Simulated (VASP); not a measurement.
MgO (Periclase): relaxation of cell and atoms with PBEsol

MgO (Periclase):

```
CELL_PARAMETERS angstrom
0.00000 2.10850 2.10850
2.10850 0.00000 2.10850
2.10850 2.10850 0.00000
ATOMIC_POSITIONS crystal
Mg 0.00000 0.00000 0.00000
O 0.50000 0.50000 0.50000
```

- Program: VASP 6.6.1
- Task: relaxation of cell and atoms
- Functional: PBEsol
- Potentials or basis: VASP PAW PBE potentials, release 64 (Mg, O)
- Cutoff: 600 eV
- k mesh: 12 × 12 × 12
- Occupations: gaussian, width 0.03 eV
- Spin: no spin polarisation
- Further INCAR settings: ALGO = Normal; EDIFF = 1e-06; IBRION = 2; EDIFFG = -0.01; NSW = 90; ISIF = 3

The relaxed volume is 9.31 Å³/atom. The relaxed cell is a = 2.975 Å, b = 2.975 Å, c = 2.975 Å, α = 60.00°, β = 60.00°, γ = 60.00° and the space group after relaxing (to 0.05 Å) is Fm-3m (No. 225). The energy gained by relaxing is 0.2 meV/atom and the ionic steps are 3. The pressure after relaxing is 0.0 GPa and the band gap on the k mesh is 4.66 eV, direct.

The path:
```tsv
step	energy change (eV)	largest force (eV/Å)	pressure (GPa)	volume (Å³)
1	0.0000	0.0000	-1.04	18.75
2	-0.0003	0.0000	0.38	18.58
3	-0.0004	0.0000	0.00	18.63
```

Final structure:
```yaml
crystal:
  lattice:
    - [0.00000, 2.10392, 2.10392]
    - [2.10392, 0.00000, 2.10392]
    - [2.10392, 2.10392, 0.00000]
  atoms:
    - { symbol: Mg, position: [0.00000, 0.00000, 0.00000] }
    - { symbol: O, position: [0.50000, 0.50000, 0.50000] }
```

Levels at points of the mesh, in eV from the valence-band top:
```csv
k point,band 1,band 2,band 3,band 4,band 5,band 6,band 7,band 8
"(0.00, 0.00, 0.00)",-17.22,0.00,0.00,0.00,4.66,15.65,15.65,15.65
"(0.50, 0.00, 0.00)",-15.90,-4.69,-0.67,-0.67,7.77,12.54,16.21,16.21
"(0.50, 0.50, 0.00)",-15.63,-4.16,-1.37,-1.37,8.93,9.91,13.00,18.89
```

Run time: 7.3 s on 1 thread of Intel(R) Xeon(R) 6975P-C (Granite Rapids), on a shared host, peak memory 0.15 GiB.

Caveat: the PAW data sets were made with another functional, which shifts forces and pressure a little. Expect the measured gap to be larger: semilocal functionals such as PBEsol lack the derivative discontinuity.
